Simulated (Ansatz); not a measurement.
# O vacancy in Al2O3, calculated

Computed with the plane-wave PAW code Ansatz (scalar-relativistic, PAW set soft_2): PBE, collinear spin, 420 eV cutoff, k-mesh 2×2×2 shifted by half a step.

The relaxed host crystal (Kohn–Sham gap 5.85 eV over the whole zone):

```
Al O
1.0
     2.40430    1.38812    4.37491
    -2.40430    1.38812    4.37491
     0.00000   -2.77625    4.37491
Al O
4 6
Direct
  0.14787 0.14787 0.14787
  0.35213 0.35213 0.35213
  0.64787 0.64787 0.64787
  0.85213 0.85213 0.85213
  0.94384 0.55616 0.25000
  0.44384 0.75000 0.05616
  0.55616 0.25000 0.94384
  0.25000 0.94384 0.55616
  0.75000 0.05616 0.44384
  0.05616 0.44384 0.75000
```

Supercell of 40 atoms, rows of the matrix [[-1,1,1],[1,-1,1],[1,1,-1]] times the cell vectors; O vacancy at (0.944, 0.556, 0.250) in fractions of the cell above. Atoms are relaxed at the host's cell, from a start shaken by 0.03 Å near the defect; charged cells sit in a uniform background.

Distances from the empty O site (Å), by shell of the perfect crystal:

| shell | perfect crystal | charge +2 | charge +1 | charge 0 |
| --- | --- | --- | --- | --- |
| 2 Al | 1.87 | 2.13 | 1.97 | 1.77 |
| 2 Al | 1.99 | 2.15 | 2.09 | 2.02 |
| 2 O | 2.55 | 2.44 | 2.49 | 2.53 |
| 2 O | 2.65 | 2.58 | 2.62 | 2.64 |

```csv
charge,moment of the cell (μB),gap of the cell on the mesh (eV),carriers
+2,0.00,3.75,none in the bands
+1,1.00,1.47,none in the bands
0,0.00,4.21,none in the bands
```

On this mesh the host's own supercell has a gap of 6.95 eV.

Formation energy of the neutral defect: 6.72 eV, taking atoms from and to the elements' standard states (no corrections for gases), so it belongs to those chemical potentials alone.

Relaxed cell at charge +2:

```
Al2O3 V_O charge 2
1.0
    -4.8086   -2.7762    4.3749
     4.8086   -2.7762    4.3749
     0.0000    5.5525    4.3749
Al O
16 23
Direct
  0.1408 0.1472 0.1592
  0.6480 0.6456 0.1449
  0.6476 0.1480 0.6452
  0.1282 0.6520 0.6370
  0.3545 0.3521 0.3542
  0.8529 0.8593 0.3398
  0.8520 0.3525 0.8539
  0.3480 0.8719 0.8621
  0.6795 0.6592 0.6337
  0.1424 0.1449 0.6412
  0.1494 0.6447 0.1459
  0.6453 0.1513 0.1494
  0.8552 0.8576 0.8578
  0.3409 0.3205 0.8654
  0.3554 0.8506 0.3532
  0.8488 0.3548 0.3497
  0.9006 0.0995 0.7495
  0.9041 0.5987 0.2469
  0.4013 0.0959 0.2521
  0.4010 0.2530 0.6042
  0.9036 0.7657 0.5898
  0.9008 0.2514 0.0969
  0.4042 0.7441 0.0886
  0.5979 0.7487 0.4017
  0.0949 0.2505 0.4038
  0.1088 0.7421 0.8949
  0.5913 0.2507 0.9018
  0.7494 0.4088 0.5973
  0.2579 0.8912 0.6042
  0.2514 0.4022 0.0973
  0.7496 0.9051 0.0953
  0.2560 0.5958 0.4104
  0.7487 0.0992 0.4021
  0.7471 0.5991 0.8949
  0.2343 0.0964 0.9093
  0.5962 0.4039 0.2495
  0.1004 0.8996 0.2495
  0.1042 0.4093 0.7499
  0.5908 0.8959 0.7491
```

Caveats: at charge +2: net starting moment lost; at charge 0: net starting moment lost; semilocal functionals make gaps too small, which shifts levels too; small supercell, so energies and levels can be off by tenths of an eV; one random start near the defect, so other minima are possible.

The relaxation follows the number of electrons left in the vacancy. At charge +2 the empty site is a bare positive centre in an ionic lattice: it repels the surrounding Al cations and attracts the O anions. Each added electron screens this charge, so all four shells move back monotonically. In the neutral cell the O shells are nearly at their crystal positions, but the Al pairs differ: the closer one contracts to 1.77 Å, while the other stays slightly outside its original distance. This suggests bonding overlap of Al 3s and 3p orbitals in the doubly filled cavity state, directed mainly towards the closer pair.

The moments fit an F-centre level holding zero, one and two electrons. The small gap of 1.47 eV at charge +1 probably separates the occupied and empty spin partners of that level, rather than the band edges. Without formation energies for the charged cells, the results do not establish which charge state is preferred at a given Fermi level.
